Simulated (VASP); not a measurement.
Crystal: SnO2 (Cassiterite).

```
Sn O
1.0
     4.77140    0.00000    0.00000
     0.00000    4.77140    0.00000
     0.00000    0.00000    3.21659
Sn O
2 4
Direct
  0.00000 0.00000 0.00000
  0.50000 0.50000 0.50000
  0.30626 0.30626 0.00000
  0.19374 0.80626 0.50000
  0.69374 0.69374 0.00000
  0.80626 0.19374 0.50000
```

Base run:

| Property | Result |
| --- | --- |
| Program | VASP 6.6.1 |
| Functional | PBE |
| Potentials or basis | VASP PAW PBE potentials, release 64 (Sn_d, O) |
| Cutoff | 520 eV |
| k mesh | 6 × 6 × 8 |
| Occupations | gaussian, width 0.03 eV |
| Spin | no spin polarisation |

Its results: band gap on the k mesh 0.98 eV, direct; pressure 6.3 GPa; largest force 0.061 eV/Å.

**Question.** The run is repeated on the same cell with these changes: functional from PBE to r2SCAN. What comes out?

**Answer.** Band gap on the k mesh 1.68 eV, direct; pressure -1.0 GPa; largest force 0.039 eV/Å.

r2SCAN gives the wider gap, since meta-GGAs in the generalised Kohn-Sham scheme recover part of the derivative discontinuity.

Caveats: spin-orbit coupling is left out, which moves the levels of the heavy elements; the PAW data sets were made with another functional, which shifts forces and pressure a little (some runs).
